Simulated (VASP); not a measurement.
# Ca7F16 (a cell with a defect): electric field gradients with PBE

The system is Ca7F16 (a cell with a defect).

```
Ca F
1.0
     0.00000    5.51605    5.51605
     5.51605    0.00000    5.51605
     5.51605    5.51605    0.00000
Ca F
7 16
Cartesian
  2.7580 2.7580 0.0000
  2.7580 0.0000 2.7580
  5.5161 2.7580 2.7580
  0.0000 2.7580 2.7580
  2.7580 5.5161 2.7580
  2.7580 2.7580 5.5161
  5.5161 5.5161 5.5161
  4.1370 4.1370 4.1370
  6.8951 6.8951 4.1370
  6.8951 4.1370 6.8951
  9.6531 6.8951 6.8951
  4.1370 6.8951 6.8951
  6.8951 9.6531 6.8951
  6.8951 6.8951 9.6531
  9.6531 9.6531 9.6531
  1.3790 1.3790 1.3790
  4.1370 4.1370 1.3790
  4.1370 1.3790 4.1370
  6.8951 4.1370 4.1370
  1.3790 4.1370 4.1370
  4.1370 6.8951 4.1370
  4.1370 4.1370 6.8951
  6.8951 6.8951 6.8951
```

```json
{
  "Program": "VASP 6.6.1",
  "Task": "electric field gradients",
  "Functional": "PBE",
  "Potentials or basis": "VASP PAW PBE potentials, release 64 (Ca_sv, F)",
  "Cutoff": "520 eV",
  "k mesh": "3 × 3 × 3",
  "Occupations": "fermi-dirac, width 0.01 eV",
  "Spin": "no spin polarisation",
  "Dipole correction": "no",
  "Charge": "-2",
  "Further INCAR settings": "LREAL = Auto; ALGO = Fast; EDIFF = 1e-08; NBANDS = 108; NELECT = 184.0"
}
```

| Property | Result |
| --- | --- |
| Largest force | 1.134 eV/Å |
| Band gap on the k mesh | 6.23 eV, direct |

Forces in eV/Å, atoms in the order of the input:
```
Ca   0.000  0.000  0.000
Ca   0.000  0.000  0.000
Ca   0.000  0.000  0.000
Ca   0.000  0.000  0.000
Ca   0.000  0.000  0.000
Ca   0.000  0.000  0.000
Ca   0.000  0.000  0.000
F    0.222  0.222  0.222
F   -0.222 -0.222  0.222
F   -0.222  0.222 -0.222
F   -0.655  0.655  0.655
F    0.222 -0.222 -0.222
F    0.655 -0.655  0.655
F    0.655  0.655 -0.655
F   -0.655 -0.655 -0.655
F    0.655  0.655  0.655
F   -0.655 -0.655  0.655
F   -0.655  0.655 -0.655
F   -0.222  0.222  0.222
F    0.655 -0.655 -0.655
F    0.222 -0.222  0.222
F    0.222  0.222 -0.222
F   -0.222 -0.222 -0.222
```

Levels at points of the mesh, in eV from the valence-band top:
```csv
k point,band 90,band 91,band 92,band 93,band 94,band 95
"(0.00, 0.00, 0.00)",-0.24,-0.24,0.00,6.23,6.92,6.92
```

Electric field gradients, principal values (V/Å²):
```tsv
atom	Vxx	Vyy	Vzz
1 Ca	0.236	12.613	-12.849
2 Ca	0.236	12.613	-12.849
3 Ca	0.236	12.613	-12.849
4 Ca	0.236	12.613	-12.849
5 Ca	0.236	12.613	-12.849
6 Ca	0.236	12.613	-12.849
7 Ca	0.000	0.000	0.000
8 F	-1.715	-1.715	3.430
9 F	-1.715	-1.715	3.430
10 F	-1.715	-1.715	3.430
11 F	11.921	11.921	-23.842
12 F	-1.715	-1.715	3.430
13 F	11.921	11.921	-23.842
14 F	11.921	11.921	-23.842
15 F	11.921	11.921	-23.842
16 F	11.921	11.921	-23.842
17 F	11.921	11.921	-23.842
18 F	11.921	11.921	-23.842
19 F	-1.715	-1.715	3.430
20 F	11.921	11.921	-23.842
21 F	-1.715	-1.715	3.430
22 F	-1.715	-1.715	3.430
23 F	-1.715	-1.715	3.430
```

Wall time 13 min on 1 thread of Intel(R) Xeon(R) 6975P-C (Granite Rapids), on a shared host, peak memory 0.51 GiB.

Caveat: the cell carries a net charge on a neutralising background, which shifts energy and pressure; the cell is charged against a uniform background, so pressure and absolute levels hang on convention.
